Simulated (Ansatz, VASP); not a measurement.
# GaAs: VASP beside Ansatz

Aim: how closely do two programs agree when they are given the same cell, functional and k mesh? The structure shown is the end of the Ansatz relaxation below.

Method: plane waves, with VASP 6.6.1 beside it; single point at PBEsol, in Ansatz 0.2.0.

## Step 1: The starting structure

It takes space group F-43m (No. 216, cubic). The conventional cell has a = 5.660 Å, b = 5.660 Å, c = 5.660 Å, α = 90.00°, β = 90.00°, γ = 90.00°. Nearest to As lie 4 Ga at 2.45 Å. Nearest to Ga lie 4 As at 2.45 Å. Farther neighbours are not listed.

Structure file:

```cif
data_structure
_symmetry_space_group_name_H-M 'F-43m'
_symmetry_Int_Tables_number 216
_cell_length_a 5.6600
_cell_length_b 5.6600
_cell_length_c 5.6600
_cell_angle_alpha 90.000
_cell_angle_beta 90.000
_cell_angle_gamma 90.000
_cell_volume 181.33
loop_
_atom_site_label
_atom_site_type_symbol
_atom_site_symmetry_multiplicity
_atom_site_Wyckoff_symbol
_atom_site_fract_x
_atom_site_fract_y
_atom_site_fract_z
_atom_site_occupancy
As1 As 4 c 0.25000 0.75000 0.75000 1
Ga1 Ga 4 a 0.00000 0.00000 0.00000 1
```

## Step 2: Ansatz: relaxation, PBEsol

Ansatz runs on its PAW soft_1 files.

This run makes the geometry at which the two programs are then compared.

File input.yaml:

```yaml
crystal:
  lattice:
    - [4.001727, 0.0, 0.0]
    - [0.0, 4.001727, 0.0]
    - [0.0, 0.0, 5.659297]
  atoms:
    - { symbol: As, position: [0.5, 0.0, 0.75] }
    - { symbol: As, position: [0.0, 0.5, 0.25] }
    - { symbol: Ga, position: [0.0, 0.0, 0.0] }
    - { symbol: Ga, position: [0.5, 0.5, 0.5] }
kpoints:
  mp_grid: { grid: [7, 7, 5] }
scf:
  occupations: { method: fermi_dirac, width: 0.02 }
hamiltonian:
  xc: pbesol
  pseudopotentials: { kind: paw, azcp: { folder: soft_1 }, xc_functional: pbe }
basis:
  ecutwfc: 600
output:
  forces: true
  stress: true
  write_density: true
  write_potential: true
  elf: true
  volumetric_format: npy
relax:
  f_tol: 0.005
  max_steps: 70
  cell: { stress_tol: 0.02, p_target: 0, fix: [c, alpha, beta, gamma] }
```

The run is started by

```sh
ansatz run input.yaml --threads 4 --pin off --max-ram 10240MiB --backend cpu --events-out ev --progress --plain --runs-dir out
```

Numbers of over 12 decimals in the logs are rounded to 6 here.

Log:

```text
Engine: ansatz 0.2.0, aarch64-unknown-linux-gnu
Pseudopotentials: kind: paw
Pseudopotential: As, paw, valence charge 15, recommended cutoff 420 eV (normal), soft_1/As.paw.azcp
Pseudopotential: Ga, paw, valence charge 13, recommended cutoff 420 eV (normal), soft_1/Ga.paw.azcp
Functional definition: PBEsol
  exchange = pbesol_x
  correlation = pbesol_c
Crystal: 4 atoms, lattice volume = 90.627 Å³
Basis set: ecut = 600 eV, 2983 PW (Γ), exchange–correlation on 64×64×96 points (8 copies of the dense FFT grid, shifted against one another)
Bands: 34, of which v1, the nominal top of the filled ones, is band 28 counted from 1 (27 counted from 0)
Symmetry: 16 space group operations
Space group: F-43m (ITA 216), of the structure as read, at distance tolerance 4.5e-5 Å
k-points: 30 of 245 (time reversal used)
Non-local potential: As, projectors of the file, l = 0: 2, l = 1: 2, l = 2: 3, l = 3: 1
Non-local potential: Ga, projectors of the file, l = 0: 2, l = 1: 2, l = 2: 3, l = 3: 1
PAW form: soft (Blöchl's): semilocal exchange-correlation on the pseudo side does not see the compensation charge
PAW frozen core: As, regenerated for the run's functional, and the local potential with it (the file was generated under x = pbe(κ = 0.804, μ = 0.219515), c = pbe(β = 0.066725))
PAW frozen core: Ga, regenerated for the run's functional, and the local potential with it (the file was generated under x = pbe(κ = 0.804, μ = 0.219515), c = pbe(β = 0.066725))
PAW one-centre angular grid: As, 590 points (default); XC on 64 Gauss nodes
PAW one-centre angular grid: Ga, 590 points (default); XC on 64 Gauss nodes
Initial density: superposition of atomic densities (chi_scale 0.1, normalization cell, long waves kept (reshape's long-wave potential 0.00 eV rms))
Initial wavefunctions: pseudopotential atomic-orbital guess
Functional: x = pbesol(κ = 0.804, μ = 0.123457), c = pbesol(β = 0.046)
SCF iter   1: F=—  HF=-17113.963322 eV  |F-HF|=—  |Δ(HF+E_count)|=         —  Δρ=4.30e-2  dr2=9.32e-1  ethr=3.10e-3  ⟨swp⟩=6.3  Hψ=3797  notcnv=0
preconditioner: auto → Resta (q_TF=auto, 2.518 Å⁻¹)  ε∞=3.5  [insulator: Δε(μ)=0.475 eV  Ē_g=14.849 eV  σ=0.020 eV  W_gap=1.00  n_scr=28 (ndim 8)  ℏωp=23.4 eV  f_vac=0.001  D(μ)=0.00/eV (n_scr^D=0)  ε∞_Penn≈3.5]
SCF iter   2: F=—  HF=-17113.821405 eV  |F-HF|=—  |Δ(HF+E_count)|=   1.42e-1  Δρ=2.35e-2  dr2=3.28e-1  ethr=1.66e-3  ⟨swp⟩=2.0  Hψ=1390  notcnv=0  defer=50
SCF iter   3: F=—  HF=-17113.739452 eV  |F-HF|=—  |Δ(HF+E_count)|=   8.20e-2  Δρ=2.42e-3  dr2=7.64e-3  ethr=5.86e-4  ⟨swp⟩=3.0  Hψ=1627  notcnv=0  defer=50
SCF iter   4: F=—  HF=-17113.735896 eV  |F-HF|=—  |Δ(HF+E_count)|=   3.56e-3  Δρ=1.93e-3  dr2=2.69e-3  ethr=1.36e-5  ⟨swp⟩=2.0  Hψ=1640  notcnv=0  defer=50
SCF iter   5: F=—  HF=-17113.736919 eV  |F-HF|=—  |Δ(HF+E_count)|=   1.02e-3  Δρ=7.49e-4  dr2=4.93e-4  ethr=4.80e-6  ⟨swp⟩=2.0  Hψ=1630  notcnv=0  defer=50
SCF iter   6: F=—  HF=-17113.737087 eV  |F-HF|=—  |Δ(HF+E_count)|=   1.68e-4  Δρ=2.73e-4  dr2=5.04e-5  ethr=8.80e-7  ⟨swp⟩=2.0  Hψ=1810  notcnv=0  defer=50
SCF iter   7: F=—  HF=-17113.737090 eV  |F-HF|=—  |Δ(HF+E_count)|=   3.40e-6  Δρ=4.31e-5  dr2=1.37e-6  ethr=9.01e-8  ⟨swp⟩=2.0  Hψ=1800  notcnv=0  defer=50
SCF iter   8: F=—  HF=-17113.737094 eV  |F-HF|=—  |Δ(HF+E_count)|=   3.18e-6  Δρ=1.39e-5  dr2=1.05e-7  ethr=2.44e-9  ⟨swp⟩=2.0  Hψ=1814  notcnv=0  defer=50
SCF iter   9: F=-17113.737094 eV  HF=-17113.737094 eV  |F-HF|=4.15e-9  |Δ(HF+E_count)|=   1.51e-7  Δρ=1.45e-6  dr2=2.12e-9  ethr=1.79e-10  ⟨swp⟩=8.2  Hψ=5641  notcnv=0
SCF 1 converged in 9 iterations: F = -17113.737094 eV  dr2 = 2.12e-9
  greatest PAW one-centre occupation: 0.999 electrons in one spin orbital (limit 2), on the As atom at site 1 (counted from 0), in its partial waves of l = 2
relax step   1: F+E_penalty+E_count = -17113.73709379 eV  Δ(F+E_penalty+E_count) = +0.000e0 eV  max|allowed force component| = 9.433e-18 eV/Å  Δτ_max = 0.0000 Å  P = -0.002 GPa  Ω = 90.627 Å³  fix = [c, alpha, beta, gamma]  reactions: c -0.077 GPa  (9 SCF iters, dr2 threshold 1.00e-7 eV, accepted)
[...]
relax step   2: F+E_penalty+E_count = -17113.73709777 eV  Δ(F+E_penalty+E_count) = -3.980e-6 eV  max|allowed force component| = 4.012e-18 eV/Å  Δτ_max = 0.0000 Å  P = -0.029 GPa  Ω = 90.663 Å³  energy of the carried Pulay correction = -4.452e-7 eV  fix = [c, alpha, beta, gamma]  reactions: c -0.096 GPa  (4 SCF iters, dr2 threshold 3.16e-9 eV, accepted)
[...]
relax step   3: F+E_penalty+E_count = -17113.73709834 eV  Δ(F+E_penalty+E_count) = -5.649e-7 eV  max|allowed force component| = 3.469e-18 eV/Å  Δτ_max = 0.0000 Å  P = -0.029 GPa  Ω = 90.663 Å³  fix = [c, alpha, beta, gamma]  reactions: c -0.096 GPa  stress off target by 4.34e-3 GPa on what of the cell is left free  SCF on the basis re-selected at this cell (its energy is not comparable with the rows above)  (6 SCF iters)
basis re-selected at this cell: Δ(F+E_penalty+E_count) = -5.649e-7 eV, ΔP = -0.000 GPa vs the last step (what re-selecting the basis moved, of the pressure what is left beyond the Pulay correction that the steps carried, after the strain that the cell walked since its last selection, with what the two solves' SCF thresholds leave and, on support functions, any second-order correction that the steps lacked; it is no m [...]
SCF converged after 6 iterations
Free energy (F): -17113.737098 eV
Harris-Foulkes:  -17113.737098 eV  (|F-HF|=3.64e-12)
Internal energy: -17113.737098 eV  (E = F + TS)
E sigma→0 (E₀):  -17113.737098 eV
Entropy (-TS):   -0.000000 eV (-0.000 meV/atom)
Fermi energy:    7.968360 eV
--- Per-component energies (eV) ---
  E_band       = -649.269496
  E_kinetic    = 419.399173
  E_local      = -7330.678372  (includes V_loc(G=0)·N_el)
  E_nonlocal   = -967.540055
  E_hartree    = 4265.443779
  E_xc         = -265.723334
  E_vxc        = -259.707490  (∫ρ·V_xc dr)
  E_paw        = -7846.884510  (= ΣΔE_a)
  E_vpaw       = -1041.630501  (= ΣTr[D̂ρ^β])
  E_aug_tail   = -0.000001  (compensation charges beyond the density's cutoff)
  E_ewald      = -5391.412598
  E_core_change = 3.658819  (= ΣΔE_core)
  E_smearing   = -0.000000  (= −TS)
  E_closure    = -0.000000  (closes the sum)
  Σ components = -17113.737098   (vs F -17113.737098, Δ=0.00e0)
--- Forces (eV/Å), atoms counted from 1 ---
  atom   1  As    -0.00000000    -0.00000000     0.00000000
  atom   2  As    -0.00000000    -0.00000000     0.00000000
  atom   3  Ga    -0.00000000    -0.00000000     0.00000000
  atom   4  Ga    -0.00000000    -0.00000000     0.00000000
  max |Σ_I F_I| component: 2.04e-17 eV/Å
--- Stress (GPa, compression-positive) ---
        0.004342       0.000000      -0.000000
        0.000000       0.004342      -0.000000
        0.000000       0.000000      -0.095825
  P = ⅓ Tr σ = -0.0290 GPa (-0.290 kbar)
--- Band table (eV; the first three rows and the last of 30) ---
  k-point 0: bands = [... 24 lower, 5.0665, 7.7470, 7.7470, 7.7472, 8.1673, 9.1087, 9.3295, 11.4470, ... 2 higher]
  k-point 1: bands = [... 24 lower, 5.2313, 6.1604, 7.2894, 7.2894, 9.0842, 9.6977, 9.7689, 10.9518, ... 2 higher]
  k-point 2: bands = [... 24 lower, 5.7109, 5.7109, 6.4495, 6.4495, 9.3779, 9.9967, 10.5925, 10.9684, ... 2 higher]
  k-point 29: bands = [... 24 lower, 3.9213, 4.1451, 4.8295, 5.0065, 10.7353, 11.5805, 11.8246, 12.7240, ... 2 higher]
--- Relaxed structure (2 steps of the walk, 2 accepted, 1 SCFs on fresh bases) ---
  F+E_penalty+E_count = -17113.73709834 eV   max|allowed force component| = 3.469e-18 eV/Å   (the final SCF, on the basis selected at the relaxed cell)
  cell:  # Å, volume = 90.6625 Å³
    - [4.002512, 0, 0]
    - [0, 4.002512, 0]
    - [0, 0, 5.659297]
  atoms:
    - { symbol: As, position: [0.5, 0, 0.750000] }
    - { symbol: As, position: [0, 0.5, 0.250000] }
    - { symbol: Ga, position: [0, 0, 0] }
    - { symbol: Ga, position: [0.5, 0.5, 0.500000] }
```

## Step 3: VASP: single point, PBEsol, pair 1

The same cell, functional, mesh and smearing now go to VASP, with its own data sets.

Lines of VASP's logs that name or quote its potential files are left out, and so is its time.

File INCAR:

```
SYSTEM = GaAs
PREC = Accurate
ENCUT = 500
EDIFF = 1E-06
NELM = 120
ISMEAR = -1
SIGMA = 0.02
LREAL = .FALSE.
ALGO = Normal
GGA = PS
NBANDS = 24
LORBIT = 11
LWAVE = .FALSE.
LCHARG = .FALSE.
ISIF = 2
LASPH = .TRUE.
GGA_COMPAT = .FALSE.
EFERMI = MIDGAP
KPAR = 2
```

File POSCAR:

```
GaAs
1.0
    4.0025121929      0.0000000000      0.0000000000
    0.0000000000      4.0025121929      0.0000000000
    0.0000000000      0.0000000000      5.6592970000
As Ga
2 2
Direct
    0.5000000000      0.0000000000      0.7500000000
    0.0000000000      0.5000000000      0.2500000000
    0.0000000000      0.0000000000      0.0000000000
    0.5000000000      0.5000000000      0.5000000000
```

File KPOINTS:

```
Automatic mesh
0
Gamma
7 7 5
0 0 0
```

PAW data sets: As and Ga_d (PBE family, release 64).

The run is started by

```sh
mpirun -np 2 vasp_std
```

Log:

```text
[banner, memory and clock lines left out]
running    2 mpi-ranks, on    1 nodes
 distrk:  each k-point on    1 cores,    2 groups
 distr:  one band on    1 cores,    1 groups

 POSCAR found type information on POSCAR AsGa
 POSCAR found :  2 types and       4 ions
|                                                                             |
|               ----> ADVICE to this user running VASP <----                  |
|                                                                             |
|     You enforced a specific xc type in the INCAR file but a different       |
|     [... a line on the potential file left out ...]
|     I HOPE YOU KNOW WHAT YOU ARE DOING!                                     |
|                                                                             |

 LDA part: xc-table for (Slater+PW92), standard interpolation
 POSCAR, INCAR and KPOINTS ok, starting setup
 FFT: planning ... GRIDC
 FFT: planning ... GRID_SOFT
 FFT: planning ... GRID
 WAVECAR not read
 entering main loop
       N       E                     dE             d eps       ncg     rms          rms(c)
DAV:   1     0.225509543765E+03    0.22551E+03   -0.17210E+04  1512   0.207E+03
DAV:   2     0.592171283093E+01   -0.21959E+03   -0.21351E+03  1576   0.437E+02
DAV:   3    -0.179337539639E+02   -0.23855E+02   -0.23677E+02  1800   0.117E+02
DAV:   4    -0.185606093210E+02   -0.62686E+00   -0.62648E+00  1632   0.211E+01
DAV:   5    -0.185744049432E+02   -0.13796E-01   -0.13794E-01  1792   0.284E+00    0.414E+00
DAV:   6    -0.182405646476E+02    0.33384E+00   -0.57467E-01  2048   0.122E+01    0.235E+00
DAV:   7    -0.181796242343E+02    0.60940E-01   -0.23942E-01  1928   0.317E+00    0.744E-01
DAV:   8    -0.181770643576E+02    0.25599E-02   -0.40051E-02  1768   0.265E+00    0.170E-01
DAV:   9    -0.181771043994E+02   -0.40042E-04   -0.49878E-03  1832   0.123E+00    0.593E-02
DAV:  10    -0.181771252236E+02   -0.20824E-04   -0.60947E-04  1704   0.255E-01    0.277E-02
DAV:  11    -0.181771804792E+02   -0.55256E-04   -0.14207E-04  1936   0.907E-02    0.109E-02
DAV:  12    -0.181771797900E+02    0.68916E-06   -0.15514E-05  1728   0.413E-02    0.748E-03
DAV:  13    -0.181771808696E+02   -0.10796E-05   -0.79143E-06  1432   0.108E-02    0.908E-03
DAV:  14    -0.181771797825E+02    0.10871E-05   -0.30866E-06  1344   0.826E-03    0.129E-03
DAV:  15    -0.181771798284E+02   -0.45899E-07   -0.19487E-07   880   0.257E-03
   1 F= -.18177180E+02 E0= -.18177180E+02  d E =-.142277E-06
```

OUTCAR, selected parts (step 3):

```text
ion  position               nearest neighbor table
   1  0.500  0.000  0.750-   3 2.45   4 2.45   4 2.45   3 2.45
   2  0.000  0.500  0.250-   3 2.45   4 2.45   3 2.45   4 2.45
   3  0.000  0.000  0.000-   1 2.45   2 2.45   2 2.45   1 2.45
   4  0.500  0.500  0.500-   1 2.45   2 2.45   1 2.45   2 2.45

  LATTYP: Found a simple tetragonal cell.
 ALAT       =     4.0025121929
 C/A-ratio  =     1.4139362299

 Subroutine GETGRP returns: Found  8 space group operations
 (whereof  8 operations were pure point group operations)

The static configuration has the point symmetry D_2d.

 Found     30 irreducible k-points:

   k-points           NKPTS =     30   k-points in BZ     NKDIM =     30   number of bands    NBANDS=     24

   dimension x,y,z NGX =    30 NGY =   30 NGZ =   42
   dimension x,y,z NGXF=    60 NGYF=   60 NGZF=   84

   ENCUT  =  500.0 eV  36.75 Ry    6.06 a.u.   7.30  7.30 10.32*2*pi/ulx,y,z

   NELECT =      36.0000    total number of electrons

 k-points in reciprocal lattice and weights: Automatic mesh
   0.00000000  0.00000000  0.00000000       0.004
   0.14285714  0.00000000  0.00000000       0.016
   0.28571429  0.00000000  0.00000000       0.016
   0.42857143  0.00000000  0.00000000       0.016
   0.14285714  0.14285714  0.00000000       0.016
   0.28571429  0.14285714  0.00000000       0.033
   0.42857143  0.14285714  0.00000000       0.033
   0.28571429  0.28571429  0.00000000       0.016
   0.42857143  0.28571429  0.00000000       0.033
[...]
0.42857143  0.28571429  0.40000000       0.065
   0.42857143  0.42857143  0.40000000       0.033

 average (electrostatic) potential at core
       1 -50.2413       2 -50.2413       3 -66.2543       4 -66.2543

 E-fermi :   4.0000

 k-point     1 :       0.0000    0.0000    0.0000
  band No.  band energies     occupation
    ...
     14       1.0866      2.00000
     15       1.0866      2.00000
     16       3.7734      1.99998
     17       3.7734      1.99998
     18       3.7737      1.99998
     19       4.2042      0.00007
     20       5.1284      0.00000
     21       5.3459      0.00000
     22       7.4623      0.00000
     23       7.4627      0.00000
    ...

 k-point     2 :       0.1429    0.0000    0.0000
  band No.  band energies     occupation
    ...
     14       0.4356      2.00000
     15       1.2277      2.00000
     16       2.0171      2.00000
     17       3.2524      2.00000
     18       3.6900      2.00000
     19       5.3641      0.00000
     20       5.4518      0.00000
     21       6.5155      0.00000
     22       7.4955      0.00000
     23       7.6177      0.00000
    ...

 k-point     3 :       0.2857    0.0000    0.0000
  band No.  band energies     occupation
    ...
     14      -0.1998      2.00000
     15       0.1778      2.00000
     16       1.6295      2.00000
     17       2.0826      2.00000
     18       3.3976      2.00000
     19       5.7586      0.00000
     20       6.1484      0.00000
     21       7.9279      0.00000
     22       8.0843      0.00000
     23       8.9525      0.00000
    ...

  Total        0.0765815      0.0765815      0.0185577      0.0000000      0.0000000      0.0000000
  in kB        1.3533399      1.3533399      0.3279491      0.0000000      0.0000000      0.0000000
  external PRESSURE =       1.0115430 kB  Pullay stress =       0.0000000 kB

  energy-cutoff  :      500.00
  volume of cell :       90.66
      direct lattice vectors                 reciprocal lattice vectors
     4.002512193  0.000000000  0.000000000     0.249843086  0.000000000  0.000000000
     0.000000000  4.002512193  0.000000000     0.000000000  0.249843086  0.000000000
     0.000000000  0.000000000  5.659297000     0.000000000  0.000000000  0.176700392

 POSITION                                       TOTAL-FORCE (eV/Angst)
 -----------------------------------------------------------------------------------
      2.00126      0.00000      4.24447         0.000000     -0.000000     -0.000000
      0.00000      2.00126      1.41482         0.000000     -0.000000     -0.000000
      0.00000      0.00000      0.00000         0.000000      0.000000     -0.000000
      2.00126      2.00126      2.82965        -0.000000      0.000000      0.000000
 -----------------------------------------------------------------------------------
    total drift:                                0.000000      0.000000      0.000000

  FREE ENERGIE OF THE ION-ELECTRON SYSTEM (eV)
  ---------------------------------------------------
  free  energy   TOTEN  =       -18.1771798284 eV

  energy  without entropy=      -18.1771796861  energy(sigma->0) =      -18.17717976

 total charge
# of ion       s       p       d       tot
------------------------------------------
    1        1.212   1.588   0.031   2.831
    2        1.212   1.588   0.031   2.831
    3        0.883   0.800   9.994  11.677
    4        0.883   0.800   9.994  11.677
--------------------------------------------------
tot          4.191   4.775  20.049  29.015

[... 3 further parts left out ...]
```

The run ends at a pressure of 0.10 GPa.

## Step 4: Comparison

Known differences besides the potentials themselves: the data sets hold 56 valence electrons in Ansatz (on its PAW soft_1 files) and 36 in VASP; the cutoff is 600 eV in Ansatz and 500 eV in VASP; Ansatz makes its cores anew for this functional, VASP keeps those of its PBE data sets; Ansatz's pressure holds a Pulay correction, VASP's none. Total energies have different zeros and are not compared.

Compared:

| quantity | Ansatz | VASP | difference |
| --- | --- | --- | --- |
| pressure (GPa) | -0.03 | 0.10 | -0.13 |
| gap on the k mesh (eV) | 0.420 | 0.430 | -0.010 |

A gap on the mesh is an upper bound, since the band edges may lie between its points.

## Step 5: Ansatz: relaxation, PBEsol

This run makes the geometry at which the two programs are then compared. The cell compared in this pair holds 91.40 Å³, against 90.66 Å³ for the pair before.

The structure compared here is the end of the Ansatz relaxation.

input.yaml, the sections that differ from step 2:

```yaml
crystal:
  lattice:
    - [3.981718365, 0.0, 0.0]
    - [0.0, 3.981718365, 0.0]
    - [0.0, 0.0, 5.77248294]
  atoms:
    - { symbol: As, position: [0.5, 0.0, 0.75] }
    - { symbol: As, position: [0.0, 0.5, 0.25] }
    - { symbol: Ga, position: [0.0, 0.0, 0.0] }
    - { symbol: Ga, position: [0.5, 0.5, 0.5] }
output:
  forces: true
  stress: true
# kpoints, scf, hamiltonian, basis, relax: as in step 2
```

The run is started by

```sh
ansatz run input.yaml --threads 4 --pin off --max-ram 10240MiB --backend cpu --events-out ev --progress --plain --runs-dir out
```

Log:

```text
[...]
Crystal: 4 atoms, lattice volume = 91.517 Å³
Basis set: ecut = 600 eV, 3015 PW (Γ), exchange–correlation on 64×64×96 points (8 copies of the dense FFT grid, shifted against one another)
Bands: 34, of which v1, the nominal top of the filled ones, is band 28 counted from 1 (27 counted from 0)
Symmetry: 16 space group operations
[...]
k-points: 30 of 245 (time reversal used)
[...]
-0.000000      -0.000000      -1.742108
  P = ⅓ Tr σ = -0.5879 GPa (-5.879 kbar)
--- Relaxed structure (2 steps of the walk, 2 accepted, 1 SCFs on fresh bases) ---
[...]
cell:  # Å, volume = 91.3971 Å³
    - [3.979101, 0, 0]
    - [0, 3.979101, 0]
    - [0, 0, 5.77248294]
  atoms:
    - { symbol: As, position: [0.5, 0, 0.75] }
    - { symbol: As, position: [0, 0.5, 0.25] }
    - { symbol: Ga, position: [0, 0, 0] }
    - { symbol: Ga, position: [0.5, 0.5, 0.5] }
[key lines of the parts left out:]
SCF converged after 6 iterations
Free energy (F): -17113.726883 eV
Fermi energy:    7.851372 eV
```

(Part 1 of 2 ends here.)

[Lines on the potential files, build, host, timing and source positions are cut from VASP's logs without a mark.]

[Logs are printed without paths, hosts, clocks, repeated set-up lines and the standing remarks that a program may print on its own settings, such as how far it seeks lower states.]

[Hosts, paths, dates, database ids (printed as entryN), source tags and the programs' standing remarks are cut or masked in the printed files.]
